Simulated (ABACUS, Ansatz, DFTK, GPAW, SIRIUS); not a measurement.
## KTaO3: equilibrium volume by level of theory

```
CELL_PARAMETERS angstrom
3.98830 0.00000 0.00000
0.00000 3.98830 0.00000
0.00000 0.00000 3.98830
ATOMIC_POSITIONS crystal
Ta 0.00000 0.00000 0.00000
K 0.50000 0.50000 0.50000
O 0.00000 0.00000 0.50000
O 0.00000 0.50000 0.00000
O 0.50000 0.00000 0.00000
```

```tsv
rung	level	program and potentials	cutoff (eV)	k mesh	smearing	task	core time	chip	equilibrium volume (Å³/atom)	miss	notes
GGA	PBEsol	Ansatz, Ansatz PAW	420	7 × 7 × 7	fermi-dirac 0.05	equation of state	12 s	Intel Xeon	12.66	-0.2 %	potentials made for PBE, which Ansatz adapts in part
GGA	RPBE	Ansatz, Ansatz PAW	420	7 × 7 × 7	fermi-dirac 0.05	relaxation of cell and atoms	14 s	Arm Neoverse V1	13.34	+5.1 %	potentials made for PBE, which Ansatz adapts in part
GGA	rPW86-PBE	Ansatz, Ansatz PAW	420	7 × 7 × 7	fermi-dirac 0.05	relaxation of cell and atoms	14 s	Arm Neoverse V1	13.34	+5.1 %	potentials made for PBE, which Ansatz adapts in part
GGA + dispersion	BLYP+D3(BJ)	Ansatz, Ansatz PAW	420	7 × 7 × 7	fermi-dirac 0.05	relaxation of cell and atoms	23 s	Intel Xeon Skylake/Cascade Lake	12.89	+1.6 %	potentials made for PBE, which Ansatz adapts in part
meta-GGA + U (4 eV)	r2SCAN+U (Ta d U = 4 eV, fll (the default))	Ansatz, Ansatz PAW	500	7 × 7 × 7	fermi-dirac 0.05	relaxation of cell and atoms	24 s	Arm Neoverse V1	12.78	+0.7 %	potentials made for PBE, which Ansatz adapts in part
meta-GGA + U (3 eV)	r2SCAN+U (Ta d U = 3 eV, fll (the default))	Ansatz, Ansatz PAW	500	7 × 7 × 7	fermi-dirac 0.05	relaxation of cell and atoms	24 s	Arm Neoverse V1	12.76	+0.6 %	potentials made for PBE, which Ansatz adapts in part
meta-GGA + U (6 eV)	r2SCAN+U (Ta d U = 6 eV, fll (the default))	Ansatz, Ansatz PAW	500	7 × 7 × 7	fermi-dirac 0.05	relaxation of cell and atoms	24 s	Arm Neoverse V1	12.83	+1.1 %	potentials made for PBE, which Ansatz adapts in part
meta-GGA + U (1 eV)	r2SCAN+U (Ta d U = 1 eV, fll (the default))	Ansatz, Ansatz PAW	500	7 × 7 × 7	fermi-dirac 0.05	relaxation of cell and atoms	24 s	Arm Neoverse V1	12.72	+0.2 %	potentials made for PBE, which Ansatz adapts in part
meta-GGA + U (2 eV)	r2SCAN+U (Ta d U = 2 eV, fll (the default))	Ansatz, Ansatz PAW	500	7 × 7 × 7	fermi-dirac 0.05	relaxation of cell and atoms	25 s	Arm Neoverse V1	12.74	+0.4 %	potentials made for PBE, which Ansatz adapts in part
meta-GGA + U (8 eV)	r2SCAN+U (Ta d U = 8 eV, fll (the default))	Ansatz, Ansatz PAW	500	7 × 7 × 7	fermi-dirac 0.05	relaxation of cell and atoms	26 s	Arm Neoverse V1	12.89	+1.6 %	potentials made for PBE, which Ansatz adapts in part
meta-GGA + U (5 eV)	r2SCAN+U (Ta d U = 5 eV, fll (the default))	Ansatz, Ansatz PAW	500	7 × 7 × 7	fermi-dirac 0.05	relaxation of cell and atoms	27 s	Arm Neoverse V1	12.81	+0.9 %	potentials made for PBE, which Ansatz adapts in part
GGA + dispersion	PBEsol+D4	Ansatz, Ansatz PAW	420	7 × 7 × 7	fermi-dirac 0.05	relaxation of cell and atoms	28 s	Intel Xeon Skylake/Cascade Lake	12.59	-0.8 %	potentials made for PBE, which Ansatz adapts in part
meta-GGA	r2SCAN	Ansatz, Ansatz PAW	500	7 × 7 × 7	fermi-dirac 0.05	equation of state	28 s	Intel Xeon	12.71	+0.2 %	potentials made for PBE, which Ansatz adapts in part
GGA + dispersion	PBEsol+D3(zero damping)	GPAW, PAW data sets generated for this functional	800	6 × 6 × 6	fermi-dirac 0.05	equation of state	2.8 min	Intel Xeon 6975P-C Granite Rapids	12.59	-0.8 %	-
GGA	PBEsol	GPAW, PAW data sets generated for this functional	800	7 × 7 × 7	fermi-dirac 0.05	equation of state	5.1 min	Arm Neoverse V2	(a)	?	-
GGA	PBE	ABACUS, PseudoDojo NC SR 0.4.1 PBE standard, plane waves	1143	7 × 7 × 7	fermi-dirac 0.05	equation of state	7.1 min	Intel Xeon Platinum 8175M Skylake/Cascade Lake	12.97	+2.2 %	-
GGA	PBEsol	SIRIUS, PseudoDojo 0.4.1 PBEsol standard (scalar relativistic)	1152	7 × 7 × 7	fermi-dirac 0.05	equation of state	11 min	Intel Xeon Platinum 8375C Ice Lake	12.58	-0.9 %	-
GGA	PBEsol	DFTK, PseudoDojo SR PBEsol 0.4.1 standard (PBEsol)	1143	7 × 7 × 7	fermi-dirac 0.05	equation of state	32 min	Intel Xeon Platinum 8259CL Skylake/Cascade Lake	12.58	-0.9 %	-
```

Times are single runs on shared hosts and different chips, so they are rough; meshes, cutoffs and the tasks' sizes weigh on the time. All rows: no spin polarisation. Smearing widths are in eV. Meshes differ between rows, which moves values too. Meshes are those of the run's cell of 5 atoms unless a note names another. Relaxations start from the cell shown or near it and stop with a little pressure left. Misses use the values as printed. Runs on faulty files, with rough fits or with known faults for this quantity aren't shown. No row holds spin-orbit coupling.

Measured: 12.69 Å³/atom (arxiv:2208.05712). The runs are for a static lattice.

Task: Estimate the value left out from the other rows.

Result: (a) 12.69 Å³/atom, miss +0.0 %.
